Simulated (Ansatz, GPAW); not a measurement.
# A Sn chain with a Ti atom on top of one atom: relaxation, then transmission at several levels

How well does a Sn chain with a Ti atom on top of one atom conduct once its atoms have relaxed, and how much do cheaper levels lose?

Calculated with GPAW 26.7.0 and Ansatz 0.2.0; Ansatz plane waves; relaxation of the junction with the lead ends held, in the first sound run; inputs show where later runs differ.

## 1. Set-up

The cell holds 14 atoms: 13 Sn and 1 Ti. Its edges and angles: a = 9.000 Å, b = 9.000 Å, c = 35.750 Å, α = 90.0°, β = 90.0°, γ = 90.0°. Regions: left lead, 6 atoms (6 Sn); channel, 2 atoms (1 Sn and 1 Ti); right lead, 6 atoms (6 Sn). Vacuum lies along a and b. The structure is stacked along c, and the current runs across the ab planes.

## 2. Relaxing the atoms

Transmission follows bond lengths closely, so the atoms between the held lead ends are relaxed first, from a slightly shaken start that lets symmetry break.

Contents of input.yaml:

```yaml
crystal:
  lattice:
    - [9.0, 0.0, 0.0]
    - [0.0, 9.0, 0.0]
    - [0.0, 0.0, 35.75]
  atoms:
    - { symbol: Sn, position: [0.5, 0.5, 0.0384615385] }
    - { symbol: Sn, position: [0.5, 0.5, 0.1153846154] }
    - { symbol: Sn, position: [0.5, 0.5, 0.1923076923] }
    - { symbol: Sn, position: [0.5, 0.5, 0.2692307692] }
    - { symbol: Sn, position: [0.5023183992, 0.4967350861, 0.3448334347] }
    - { symbol: Sn, position: [0.4902500981, 0.4988225595, 0.4241238655] }
    - { symbol: Sn, position: [0.5001102421, 0.5017061468, 0.5008586614] }
    - { symbol: Ti, position: [0.7623039578, 0.5088409557, 0.4992641329] }
    - { symbol: Sn, position: [0.5012451769, 0.5091319361, 0.5768272008] }
    - { symbol: Sn, position: [0.5003809817, 0.4982937349, 0.6541268754] }
    - { symbol: Sn, position: [0.5, 0.5, 0.7307692308] }
    - { symbol: Sn, position: [0.5, 0.5, 0.8076923077] }
    - { symbol: Sn, position: [0.5, 0.5, 0.8846153846] }
    - { symbol: Sn, position: [0.5, 0.5, 0.9615384615] }
kpoints:
  mp_grid: { grid: [1, 1, 2] }
hamiltonian:
  xc: pbe
scf:
  occupations: { method: fermi_dirac, width: 0.1 }
relax:
  f_tol: 0.03
  max_steps: 80
  constraints: [{ sites: [0, 1, 2, 3, 10, 11, 12, 13] }]
```

Started as:

```
$ ansatz run input.yaml --threads 4 --pin off --max-ram 8192MiB --backend cpu --events-out ev --progress --plain --runs-dir out
```

Numbers of over 12 decimals in the logs are rounded to 6 here.

Output:

```text
Engine: ansatz 0.2.0, aarch64-unknown-linux-gnu
Pseudopotentials: kind: paw
Pseudopotential: Sn, paw, valence charge 14, recommended cutoff 420 eV (normal), Sn.paw.azcp
Pseudopotential: Ti, paw, valence charge 12, recommended cutoff 420 eV (normal), Ti.paw.azcp
Functional definition: PBE
  parameter kappa = 0.804
  parameter beta = 0.066725
  exchange = pbe_x(kappa = kappa, mu = beta*pi^2/3)
  correlation = pbe_c(beta = beta)
Crystal: 14 atoms, lattice volume = 2895.750 Å³
Basis set: ecut = 420 eV, 56539 PW (Γ), exchange–correlation on 128×128×480 points (8 copies of the dense FFT grid, shifted against one another)
Bands: 117, of which v1, the nominal top of the filled ones, is band 97 counted from 1 (96 counted from 0)
Symmetry: 1 space group operations
Space group: P1 (ITA 1), of the structure as read, at distance tolerance 1.4e-4 Å
k-points: 2
Non-local potential: Sn, projectors of the file, l = 0: 2, l = 1: 2, l = 2: 2, l = 3: 2
Non-local potential: Ti, projectors of the file, l = 0: 3, l = 1: 2, l = 2: 3, l = 3: 1
PAW form: soft (Blöchl's): semilocal exchange-correlation on the pseudo side does not see the compensation charge
PAW one-centre angular grid: Sn, 590 points (default); XC on 64 Gauss nodes
PAW one-centre angular grid: Ti, 590 points (default); XC on 64 Gauss nodes
Initial density: superposition of atomic densities (neutral atoms: chi_scale 0, normalization atom), corrected by the library's trained network
Initial wavefunctions: pseudopotential atomic-orbital guess
Functional: x = pbe(κ = 0.804, μ = 0.219515), c = pbe(β = 0.066725)
SCF iter   1: F=—  HF=-80794.082666 eV  |F-HF|=—  |Δ(HF+E_count)|=         —  Δρ=1.28e-2  dr2=3.53e1  ethr=1.77e-3  ⟨swp⟩=7.5  Hψ=918  notcnv=0
preconditioner: auto → LDOS  [metal: Δε(μ)=0.211 eV  Ē_g=4.889 eV  σ=0.100 eV  W_gap=0.43  n_scr=278 (ndim 8)  ℏωp=5.2 eV  f_vac=0.706  D(μ)=14.14/eV (n_scr^D=38)  β→1.0]
SCF iter   2: F=—  HF=-80796.191343 eV  |F-HF|=—  |Δ(HF+E_count)|=    2.11e0  Δρ=4.54e-2  dr2=2.45e2  ethr=1.77e-3  ⟨swp⟩=3.5  Hψ=361  notcnv=0  recentre
SCF iter   3: F=—  HF=-80793.732970 eV  |F-HF|=—  |Δ(HF+E_count)|=    2.46e0  Δρ=1.08e-2  dr2=2.16e1  ethr=1.77e-3  ⟨swp⟩=3.5  Hψ=461  notcnv=0
SCF iter   4: F=—  HF=-80793.336319 eV  |F-HF|=—  |Δ(HF+E_count)|=   3.97e-1  Δρ=4.25e-3  dr2=3.26e0  ethr=1.77e-3  ⟨swp⟩=1.0  Hψ=252  notcnv=0
SCF iter   5: F=—  HF=-80793.316738 eV  |F-HF|=—  |Δ(HF+E_count)|=   1.96e-2  Δρ=4.40e-3  dr2=1.80e0  ethr=1.68e-3  ⟨swp⟩=1.0  Hψ=234  notcnv=0
SCF iter   6: F=—  HF=-80793.311485 eV  |F-HF|=—  |Δ(HF+E_count)|=   5.25e-3  Δρ=3.92e-3  dr2=1.62e0  ethr=9.28e-4  ⟨swp⟩=1.0  Hψ=252  notcnv=0
SCF iter   7: F=—  HF=-80793.294282 eV  |F-HF|=—  |Δ(HF+E_count)|=   1.72e-2  Δρ=1.17e-3  dr2=1.11e-1  ethr=8.37e-4  ⟨swp⟩=1.0  Hψ=234  notcnv=0
SCF iter   8: F=—  HF=-80793.296711 eV  |F-HF|=—  |Δ(HF+E_count)|=   2.43e-3  Δρ=1.69e-3  dr2=2.67e-1  ethr=5.74e-5  ⟨swp⟩=1.0  Hψ=234  notcnv=0
SCF iter   9: F=—  HF=-80793.294524 eV  |F-HF|=—  |Δ(HF+E_count)|=   2.19e-3  Δρ=1.23e-3  dr2=1.76e-1  ethr=5.74e-5  ⟨swp⟩=1.0  Hψ=234  notcnv=0
SCF iter  10: F=—  HF=-80793.292251 eV  |F-HF|=—  |Δ(HF+E_count)|=   2.27e-3  Δρ=1.48e-4  dr2=2.74e-3  ethr=5.74e-5  ⟨swp⟩=1.0  Hψ=234  notcnv=0
SCF iter  11: F=—  HF=-80793.292502 eV  |F-HF|=—  |Δ(HF+E_count)|=   2.51e-4  Δρ=2.26e-5  dr2=4.23e-5  ethr=1.41e-6  ⟨swp⟩=1.0  Hψ=234  notcnv=0
SCF iter  12: F=-80793.292506 eV  HF=-80793.292509 eV  |F-HF|=3.02e-6  |Δ(HF+E_count)|=   6.88e-6  Δρ=1.15e-5  dr2=4.38e-6  ethr=1.16e-8  ⟨swp⟩=4.5  Hψ=722  notcnv=0
SCF 1 converged in 12 iterations: F = -80793.292506 eV  dr2 = 4.38e-6
  greatest PAW one-centre occupation: 0.999 electrons in one spin orbital (limit 2), on the Ti atom at site 7 (counted from 0), in its partial waves of l = 0
relax step   1: F+E_penalty+E_count = -80793.29250582 eV  Δ(F+E_penalty+E_count) = +0.000e0 eV  max|allowed force component| = 3.130e0 eV/Å  Δτ_max = 0.0000 Å  (12 SCF iters, dr2 threshold 2.25e-5 eV, accepted)
Initial density: handed on by an earlier stage of this run
Initial wavefunctions: those handed on with the density
SCF iter   1: F=—  HF=-80793.881029 eV  |F-HF|=—  |Δ(HF+E_count)|=         —  Δρ=8.28e-3  dr2=8.48e0  ethr=3.10e-3  ⟨swp⟩=5.0  Hψ=686  notcnv=0
preconditioner: auto → LDOS  [metal: Δε(μ)=0.230 eV  Ē_g=4.774 eV  σ=0.100 eV  W_gap=0.49  n_scr=278 (ndim 8)  ℏωp=5.2 eV  f_vac=0.698  D(μ)=18.92/eV (n_scr^D=68)  β→1.0]
SCF iter   2: F=—  HF=-80793.762244 eV  |F-HF|=—  |Δ(HF+E_count)|=   1.19e-1  Δρ=4.66e-3  dr2=1.84e0  ethr=3.10e-3  ⟨swp⟩=2.0  Hψ=280  notcnv=0
SCF iter   3: F=—  HF=-80793.733195 eV  |F-HF|=—  |Δ(HF+E_count)|=   2.90e-2  Δρ=5.58e-4  dr2=6.46e-3  ethr=9.48e-4  ⟨swp⟩=2.0  Hψ=250  notcnv=0
SCF iter   4: F=—  HF=-80793.737670 eV  |F-HF|=—  |Δ(HF+E_count)|=   4.48e-3  Δρ=4.60e-4  dr2=1.44e-2  ethr=3.33e-6  ⟨swp⟩=2.5  Hψ=448  notcnv=0
SCF iter   5: F=—  HF=-80793.738163 eV  |F-HF|=—  |Δ(HF+E_count)|=   4.93e-4  Δρ=1.63e-4  dr2=3.60e-3  ethr=3.33e-6  ⟨swp⟩=2.0  Hψ=241  notcnv=0
SCF iter   6: F=—  HF=-80793.738270 eV  |F-HF|=—  |Δ(HF+E_count)|=   1.06e-4  Δρ=7.15e-5  dr2=1.88e-4  ethr=1.86e-6  ⟨swp⟩=1.0  Hψ=234  notcnv=0
SCF iter   7: F=—  HF=-80793.738273 eV  |F-HF|=—  |Δ(HF+E_count)|=   2.73e-6  Δρ=3.96e-5  dr2=1.37e-4  ethr=9.68e-8  ⟨swp⟩=2.0  Hψ=319  notcnv=0
SCF iter   8: F=-80793.738252 eV  HF=-80793.738276 eV  |F-HF|=2.43e-5  |Δ(HF+E_count)|=   3.40e-6  Δρ=1.67e-5  dr2=2.84e-5  ethr=5.15e-8  ⟨swp⟩=3.0  Hψ=725  notcnv=0
SCF 2 converged in 8 iterations: F = -80793.738252 eV  dr2 = 2.84e-5
relax step   2: F+E_penalty+E_count = -80793.73825180 eV  Δ(F+E_penalty+E_count) = -4.457e-1 eV  max|allowed force component| = 7.266e-1 eV/Å  Δτ_max = 0.1941 Å  (8 SCF iters, dr2 threshold 1.00e-4 eV, accepted)
iter 1 solved again at ethr=2.46e-3 eV; its pass at ethr=3.10e-3 eV (dr2=4.77e0 eV) is discarded
SCF iter   1: F=—  HF=-80794.254812 eV  |F-HF|=—  |Δ(HF+E_count)|=         —  Δρ=6.56e-3  dr2=4.73e0  ethr=2.46e-3  ⟨swp⟩=1.0  Hψ=968  notcnv=0
preconditioner: auto → LDOS  [metal: Δε(μ)=0.208 eV  Ē_g=4.782 eV  σ=0.100 eV  W_gap=0.45  n_scr=278 (ndim 8)  ℏωp=5.2 eV  f_vac=0.699  D(μ)=19.24/eV (n_scr^D=68)  β→1.0]
SCF iter   2: F=—  HF=-80794.163506 eV  |F-HF|=—  |Δ(HF+E_count)|=   9.13e-2  Δρ=3.47e-3  dr2=6.34e-1  ethr=2.44e-3  ⟨swp⟩=1.5  Hψ=235  notcnv=0
SCF iter   3: F=—  HF=-80794.154820 eV  |F-HF|=—  |Δ(HF+E_count)|=   8.69e-3  Δρ=1.42e-3  dr2=1.42e-1  ethr=3.27e-4  ⟨swp⟩=2.0  Hψ=341  notcnv=0
SCF iter   4: F=—  HF=-80794.153507 eV  |F-HF|=—  |Δ(HF+E_count)|=   1.31e-3  Δρ=7.46e-4  dr2=4.09e-2  ethr=7.32e-5  ⟨swp⟩=1.0  Hψ=234  notcnv=0
SCF iter   5: F=—  HF=-80794.154528 eV  |F-HF|=—  |Δ(HF+E_count)|=   1.02e-3  Δρ=3.13e-4  dr2=1.99e-3  ethr=2.11e-5  ⟨swp⟩=1.5  Hψ=235  notcnv=0
SCF iter   6: F=—  HF=-80794.154910 eV  |F-HF|=—  |Δ(HF+E_count)|=   3.82e-4  Δρ=1.98e-4  dr2=8.78e-4  ethr=1.03e-6  ⟨swp⟩=2.0  Hψ=447  notcnv=0
SCF iter   7: F=—  HF=-80794.154812 eV  |F-HF|=—  |Δ(HF+E_count)|=   9.80e-5  Δρ=5.56e-5  dr2=4.31e-4  ethr=4.53e-7  ⟨swp⟩=2.0  Hψ=427  notcnv=0
SCF iter   8: F=—  HF=-80794.154825 eV  |F-HF|=—  |Δ(HF+E_count)|=   1.25e-5  Δρ=3.43e-5  dr2=1.44e-4  ethr=2.22e-7  ⟨swp⟩=1.0  Hψ=234  notcnv=0
SCF iter   9: F=-80794.154815 eV  HF=-80794.154827 eV  |F-HF|=1.15e-5  |Δ(HF+E_count)|=   2.17e-6  Δρ=1.23e-5  dr2=1.39e-5  ethr=1.70e-8  ⟨swp⟩=3.0  Hψ=725  notcnv=0
SCF 3 converged in 9 iterations: F = -80794.154815 eV  dr2 = 1.39e-5
relax step   3: F+E_penalty+E_count = -80794.15481529 eV  Δ(F+E_penalty+E_count) = -4.166e-1 eV  max|allowed force component| = 7.518e-1 eV/Å  Δτ_max = 0.1953 Å  (9 SCF iters, dr2 threshold 3.30e-5 eV, accepted)
[... from here on, the SCF cycles and remarks between the steps are left out ...]
relax step   4: F+E_penalty+E_count = -80794.69734766 eV  Δ(F+E_penalty+E_count) = -5.425e-1 eV  max|allowed force component| = 8.871e-1 eV/Å  Δτ_max = 0.1948 Å  (9 SCF iters, dr2 threshold 3.53e-5 eV, accepted)
relax step   5: F+E_penalty+E_count = -80795.25159933 eV  Δ(F+E_penalty+E_count) = -5.543e-1 eV  max|allowed force component| = 7.948e-1 eV/Å  Δτ_max = 0.1953 Å  (7 SCF iters, dr2 threshold 1.00e-4 eV, accepted)
relax step   6: F+E_penalty+E_count = -80795.64295036 eV  Δ(F+E_penalty+E_count) = -3.914e-1 eV  max|allowed force component| = 3.062e-1 eV/Å  Δτ_max = 0.1949 Å  (6 SCF iters, dr2 threshold 1.00e-4 eV, accepted)
relax step   7: F+E_penalty+E_count = -80795.68967978 eV  Δ(F+E_penalty+E_count) = -4.673e-2 eV  max|allowed force component| = 2.573e-1 eV/Å  Δτ_max = 0.1949 Å  (7 SCF iters, dr2 threshold 1.39e-5 eV, accepted)
relax step   8: F+E_penalty+E_count = -80795.71626980 eV  Δ(F+E_penalty+E_count) = -2.659e-2 eV  max|allowed force component| = 5.942e-2 eV/Å  Δτ_max = 0.1946 Å  (6 SCF iters, dr2 threshold 9.83e-6 eV, accepted)
relax step   9: F+E_penalty+E_count = -80795.73152301 eV  Δ(F+E_penalty+E_count) = -1.525e-2 eV  max|allowed force component| = 5.032e-2 eV/Å  Δτ_max = 0.1925 Å  (8 SCF iters, accepted)
relax step  10: F+E_penalty+E_count = -80795.74009150 eV  Δ(F+E_penalty+E_count) = -8.568e-3 eV  max|allowed force component| = 6.955e-2 eV/Å  Δτ_max = 0.1935 Å  (9 SCF iters, accepted)
relax step  11: F+E_penalty+E_count = -80795.74454160 eV  Δ(F+E_penalty+E_count) = -4.450e-3 eV  max|allowed force component| = 8.441e-2 eV/Å  Δτ_max = 0.2000 Å  (7 SCF iters, dr2 threshold 3.47e-6 eV, accepted)
relax step  12: F+E_penalty+E_count = -80795.75169302 eV  Δ(F+E_penalty+E_count) = -7.151e-3 eV  max|allowed force component| = 3.782e-2 eV/Å  Δτ_max = 0.1187 Å  (6 SCF iters, dr2 threshold 7.12e-6 eV, accepted)
relax step  13: F+E_penalty+E_count = -80795.75936206 eV  Δ(F+E_penalty+E_count) = -7.669e-3 eV  max|allowed force component| = 1.658e-2 eV/Å  Δτ_max = 0.1825 Å  (8 SCF iters, accepted)
relax step  14: F+E_penalty+E_count = -80795.75944854 eV  Δ(F+E_penalty+E_count) = -8.647e-5 eV  max|allowed force component| = 2.316e-1 eV/Å  Δτ_max = 0.1950 Å  (9 SCF iters, accepted)
relax step  15: F+E_penalty+E_count = -80795.76632656 eV  Δ(F+E_penalty+E_count) = -6.878e-3 eV  max|allowed force component| = 1.970e-2 eV/Å  Δτ_max = 0.0761 Å  (5 SCF iters, dr2 threshold 1.03e-5 eV, accepted)
relax step  16: F+E_penalty+E_count = -80795.76632980 eV  Δ(F+E_penalty+E_count) = -3.240e-6 eV  max|allowed force component| = 1.949e-2 eV/Å  Δτ_max = 0.0000 Å  (4 SCF iters, accepted)
relax step  17: F+E_penalty+E_count = -80795.76731706 eV  Δ(F+E_penalty+E_count) = -9.873e-4 eV  max|allowed force component| = 1.220e-2 eV/Å  Δτ_max = 0.0536 Å  (7 SCF iters, accepted)
SCF iter   1: F=—  HF=-80795.764150 eV  |F-HF|=—  |Δ(HF+E_count)|=         —  Δρ=1.48e-3  dr2=3.43e-2  ethr=1.45e-4  ⟨swp⟩=5.0  Hψ=630  notcnv=0
preconditioner: auto → LDOS  [metal: Δε(μ)=0.049 eV  Ē_g=4.728 eV  σ=0.100 eV  W_gap=0.12  n_scr=278 (ndim 8)  ℏωp=5.2 eV  f_vac=0.697  D(μ)=16.54/eV (n_scr^D=58)  β→1.0]
SCF iter   2: F=—  HF=-80795.772872 eV  |F-HF|=—  |Δ(HF+E_count)|=   8.72e-3  Δρ=7.49e-4  dr2=1.68e-2  ethr=1.77e-5  ⟨swp⟩=2.0  Hψ=495  notcnv=0
SCF iter   3: F=—  HF=-80795.767675 eV  |F-HF|=—  |Δ(HF+E_count)|=   5.20e-3  Δρ=1.65e-4  dr2=9.57e-4  ethr=8.64e-6  ⟨swp⟩=2.0  Hψ=439  notcnv=0
SCF iter   4: F=—  HF=-80795.767802 eV  |F-HF|=—  |Δ(HF+E_count)|=   1.28e-4  Δρ=4.34e-5  dr2=6.36e-5  ethr=4.93e-7  ⟨swp⟩=2.0  Hψ=439  notcnv=0
SCF iter   5: F=—  HF=-80795.767996 eV  |F-HF|=—  |Δ(HF+E_count)|=   1.94e-4  Δρ=2.05e-5  dr2=1.49e-5  ethr=3.28e-8  ⟨swp⟩=2.0  Hψ=444  notcnv=0
SCF iter   6: F=—  HF=-80795.767995 eV  |F-HF|=—  |Δ(HF+E_count)|=   1.88e-6  Δρ=4.97e-6  dr2=1.31e-6  ethr=7.70e-9  ⟨swp⟩=2.0  Hψ=429  notcnv=0
SCF iter   7: F=—  HF=-80795.767996 eV  |F-HF|=—  |Δ(HF+E_count)|=   1.08e-6  Δρ=2.71e-6  dr2=2.42e-7  ethr=6.77e-10  ⟨swp⟩=2.0  Hψ=446  notcnv=0
SCF iter   8: F=-80795.767996 eV  HF=-80795.767996 eV  |F-HF|=6.98e-10  |Δ(HF+E_count)|=   2.73e-8  Δρ=4.38e-7  dr2=9.27e-9  ethr=5.15e-11  ⟨swp⟩=5.0  Hψ=766  notcnv=0
SCF 18 converged in 8 iterations: F = -80795.767996 eV  dr2 = 9.27e-9
relax step  18: F+E_penalty+E_count = -80795.76799566 eV  Δ(F+E_penalty+E_count) = -6.786e-4 eV  max|allowed force component| = 2.596e-2 eV/Å  Δτ_max = 0.0830 Å  (8 SCF iters, accepted)
SCF converged after 8 iterations
Free energy (F): -80795.767996 eV
Harris-Foulkes:  -80795.767996 eV  (|F-HF|=6.98e-10)
Internal energy: -80795.216458 eV  (E = F + TS)
E sigma→0 (E₀):  -80795.492227 eV
Entropy (-TS):   -0.551537 eV (-39.396 meV/atom)
Fermi energy:    -2.378278 eV
--- Per-component energies (eV) ---
  E_band       = -3734.559980
  E_kinetic    = 2672.901148
  E_local      = -40474.447154  (includes V_loc(G=0)·N_el)
  E_nonlocal   = -412.659931
  E_hartree    = 20290.346516
  E_xc         = -5049.599282
  E_vxc        = -1338.485169  (∫ρ·V_xc dr)
  E_paw        = -54802.384413  (= ΣΔE_a)
  E_vpaw       = -4762.560164  (= ΣTr[D̂ρ^β])
  E_aug_tail   = 0.000117  (compensation charges beyond the density's cutoff)
  E_ewald      = -3019.373458
  E_smearing   = -0.551537  (= −TS)
  E_closure    = -0.000000  (closes the sum)
  Σ components = -80795.767996   (vs F -80795.767996, Δ=0.00e0)
--- Forces (eV/Å), atoms counted from 1 ---
  atom   1  Sn     0.00006119     0.00142339     0.03672040
  atom   2  Sn    -0.00124492     0.00010524     0.04049639
  atom   3  Sn    -0.02020427    -0.01431680     0.06451493
  atom   4  Sn     0.01224771     0.01057652     0.57818351
  atom   5  Sn    -0.00100669    -0.00112922    -0.00047081
  atom   6  Sn     0.00097639    -0.00265531     0.01170601
  atom   7  Sn     0.02596072     0.01395691    -0.00032823
  atom   8  Ti    -0.02511614    -0.01487147     0.00377172
  atom   9  Sn    -0.00796518    -0.00193756    -0.00372407
  atom  10  Sn     0.01113575     0.00410729    -0.00514869
  atom  11  Sn     0.00716167     0.00605149    -0.57480639
  atom  12  Sn     0.01575929     0.00637972    -0.10658853
  atom  13  Sn    -0.01284457    -0.00631982    -0.08898928
  atom  14  Sn    -0.00490044    -0.00138259     0.04466108
  max |Σ_I F_I| component: 2.05e-5 eV/Å
--- Relaxed structure (18 steps of the walk, 18 accepted, 0 SCFs on fresh bases) ---
  F+E_penalty+E_count = -80795.76799566 eV   max|allowed force component| = 2.596e-2 eV/Å
  atoms:
    - { symbol: Sn, position: [0.5, 0.5, 0.0384615385] }
    - { symbol: Sn, position: [0.5, 0.5, 0.1153846154] }
    - { symbol: Sn, position: [0.5, 0.5, 0.1923076923] }
    - { symbol: Sn, position: [0.5, 0.5, 0.2692307692] }
    - { symbol: Sn, position: [0.523671, 0.517700, 0.353618] }
    - { symbol: Sn, position: [0.517760, 0.517105, 0.435602] }
    - { symbol: Sn, position: [0.361198, 0.414872, 0.509576] }
    - { symbol: Ti, position: [0.609977, 0.581545, 0.505541] }
    - { symbol: Sn, position: [0.541790, 0.529279, 0.577306] }
    - { symbol: Sn, position: [0.419680, 0.458550, 0.651758] }
    - { symbol: Sn, position: [0.5, 0.5, 0.7307692308] }
    - { symbol: Sn, position: [0.5, 0.5, 0.8076923077] }
    - { symbol: Sn, position: [0.5, 0.5, 0.8846153846] }
    - { symbol: Sn, position: [0.5, 0.5, 0.9615384615] }
```

Run time: 2.5 min. Hardware: 4 threads of Arm Neoverse V2, shared host; peak memory 3.7 GiB.

The steps of the relaxation:

| step | energy less that of the first step (eV) | largest force component (eV/Å) |
| --- | --- | --- |
| 1 | 0.0000 | 3.1299 |
| 2 | -0.4457 | 0.7266 |
| 3 | -0.8623 | 0.7518 |
| 4 | -1.4048 | 0.8871 |
| 5 | -1.9591 | 0.7948 |
| 6 | -2.3504 | 0.3062 |
| 7 | -2.3972 | 0.2573 |
| 8 | -2.4238 | 0.0594 |
| 9 | -2.4390 | 0.0503 |
| 10 | -2.4476 | 0.0695 |
| 11 | -2.4520 | 0.0844 |
| 12 | -2.4592 | 0.0378 |
| 13 | -2.4669 | 0.0166 |
| 14 | -2.4669 | 0.2316 |
| 15 | -2.4738 | 0.0197 |
| 16 | -2.4738 | 0.0195 |
| 17 | -2.4748 | 0.0122 |
| 18 | -2.4755 | 0.0260 |

The atoms that moved most (Å):

| atom | dx | dy | dz | length |
| --- | --- | --- | --- | --- |
| Ti8 | -1.371 | 0.654 | 0.224 | 1.536 |
| Sn7 | -1.250 | -0.782 | 0.312 | 1.507 |
| Sn10 | -0.726 | -0.358 | -0.085 | 0.814 |
| Sn6 | 0.248 | 0.165 | 0.410 | 0.507 |
| Sn5 | 0.192 | 0.189 | 0.314 | 0.414 |
| Sn9 | 0.365 | 0.181 | 0.017 | 0.408 |

Numbers from this step:

```yaml
free_energy: -80795.7680 eV
smearing_term_ts: 0.5515 eV
symmetry_operations: 1
```

The relaxation lowered the energy of the cell by 2.48 eV.

[end of part 1 of 4]

[Logs are printed without paths, hosts, clocks, repeated set-up lines and the standing remarks that a program may print on its own settings, such as how far it seeks lower states.]

[Hosts, paths, dates, database ids (printed as entryN), source tags and the programs' standing remarks are cut or masked in the printed files.]
